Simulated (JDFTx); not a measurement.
The system is Pb.

```
Pb
1.0
    -1.97966    1.97966    1.97966
     1.97966   -1.97966    1.97966
     1.97966    1.97966   -1.97966
Pb
1
Cartesian
  0.0000 0.0000 0.0000
```

This isn't the form of Pb at room conditions, which is fcc.

* Program: JDFTx 1.7.0 (patched build)
* Task: relaxation of cell and atoms
* Functional: SCAN
* Potentials or basis: SG15-PBE-1.2 with smoothed tails
* Cutoff: 1088 eV
* Density cutoff: 4354 eV
* k mesh: 4 × 4 × 4
* Occupations: fermi-dirac, width 0.05 eV
* Spin: no spin polarisation

At the start: pressure -2.8 GPa; volume 31.03 Å³/atom.

**Question.** Where does the relaxation end?

**Answer.** Over 6 steps the energy falls by 17.4 meV/atom and the volume is 29.13 Å³/atom (-6.1 %); space group Im-3m (No. 229, to 0.05 Å).

Step by step:
```
step  energy change (eV)  largest force (eV/Å)  pressure (GPa)  volume (Å³)
   1              0.0000                0.0000           -2.75        31.03
   2             -0.0057                0.0000           -2.31        30.67
   3             -0.0173                0.0000            0.19        29.02
   4             -0.0174                0.0000            0.00        29.13
   5             -0.0174                0.0000            0.00        29.13
   6             -0.0174                0.0000            0.00        29.13
```

Final structure:
```
CELL_PARAMETERS angstrom
-1.93830 1.93830 1.93830
1.93830 -1.93830 1.93830
1.93830 1.93830 -1.93830
ATOMIC_POSITIONS crystal
Pb 0.00000 0.00000 0.00000
```

Caveat: the k mesh is coarse (spacing up to 0.56 Å⁻¹), so the values aren't converged; meta-GGA forces are noisy on this grid; the plane waves are those of the starting cell, so after so large a change of volume the result is rough; the potentials were made for another functional, which shifts forces and pressure.
